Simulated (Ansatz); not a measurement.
Bulk crystal (Si$_{2}$Mo) after relaxation:

```yaml
crystal:
  lattice:
    - [-1.60842, 1.60842, 3.93651]
    - [1.60842, -1.60842, 3.93651]
    - [1.60842, 1.60842, -3.93651]
  atoms:
    - { symbol: Si, position: [0.33510, 0.33510, 0.00000] }
    - { symbol: Si, position: [0.66490, 0.66490, 0.00000] }
    - { symbol: Mo, position: [0.00000, 0.00000, 0.00000] }
```

Miller indices refer to the conventional cell of I4/mmm (No. 139), a = 3.217 Å, b = 3.217 Å, c = 7.873 Å, α = 90.00°, β = 90.00°, γ = 90.00°.

The (101) slab of 12 planes, 10.9 Å thick with 15 Å of vacuum as cut; outer planes Mo (top) and Si (bottom).

Computed with DFT PBE, scalar-relativistic, plane waves, PAW (Ansatz). Plane waves to 420 eV, a k mesh through Γ of 11×8×1 on the computed 12-atom cell and Gaussian smearing (0.10 eV); no spin polarisation. The cell repeats along c with a dipole correction in the vacuum.

The work function read from the bulk's Fermi level differs by 0.42 eV, so the slab's middle doesn't match the bulk reference (too thin, or relaxed to another structure or magnetic state).

Results for the relaxed slab:

```json
{
 "Surface energy (mean of both faces)": "3.16 J/m²",
 "Work function": "3.51 eV (top), 5.64 eV (bottom)",
 "Dipole of the slab along +c, per cell": "0.16 e·Å"
}
```

Relaxation lowers the energy by 0.152 J/m² a face; the largest move is 0.315 Å.

```tsv
plane (bottom to top)	atoms	spacing to next, bulk (Å)	relaxed (Å)	change (%)
1	Si	0.982	1.158	+17.9
2	Si	0.998	1.085	+8.7
3	Mo	0.998	0.900	-9.8
4	Si	0.982	1.007	+2.6
5	Si	0.998	1.031	+3.4
6	Mo	0.998	0.962	-3.6
7	Si	0.982	0.994	+1.3
8	Si	0.998	0.980	-1.8
9	Mo	0.998	1.032	+3.4
10	Si	0.982	1.005	+2.3
11	Si	0.998	0.810	-18.8
12	Mo
```